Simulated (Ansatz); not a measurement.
Ionic part of the dielectric constant of MgO at 35 GPa, mode by mode

Method: DFT PBEsol, scalar-relativistic, plane waves, PAW in Ansatz. Settings: 420 eV plane-wave cutoff, Γ-centred 12×12×6 mesh, fixed occupations. No spin polarisation. Phonons by linear response, acoustic sum rule imposed.

The structure is hexagonal, space group P6_3/mmc (No. 194). Conventional cell: a = 3.279 Å, b = 3.279 Å, c = 3.960 Å, α = 90.00°, β = 90.00°, γ = 120.00°. Mg (site symmetry -6m2) has 5 O at 1.89 to 1.98 Å as nearest neighbours. Around O (site symmetry -6m2) lie 5 Mg at 1.89 to 1.98 Å.

Other phases may be more stable at this pressure.

The primitive cell has V = 36.87 Å³ and ε∞,yy = 2.949. Each polar mode adds Δε = (4.92064×10⁷/V)·S/ν² along y, with S its oscillator strength in e²/amu, ν in cm⁻¹ and V in Å³.

Q: From these modes, find each Δε and ε0,yy.
```tsv
ν (cm⁻¹)	S_yy (e²/amu)
664.2	0.6129
```

A:
```
ν (cm⁻¹)    Δε
   664.2  1.85
```

The sum is 1.854, so ε0,yy = 4.80; the run's tensor has 4.80.

Q: Where do the longitudinal modes lie for a wave vector along y?

A: At 848 cm⁻¹. The Lyddane–Sachs–Teller product Π(ν_LO/ν_TO)² = 1.63 matches ε0/ε∞ = 1.63.

This form isn't the usual stable structure of the compound at low pressure.

Cost: 1 run of about 3.2 core-minutes, on Arm Neoverse V1 (shared hosts).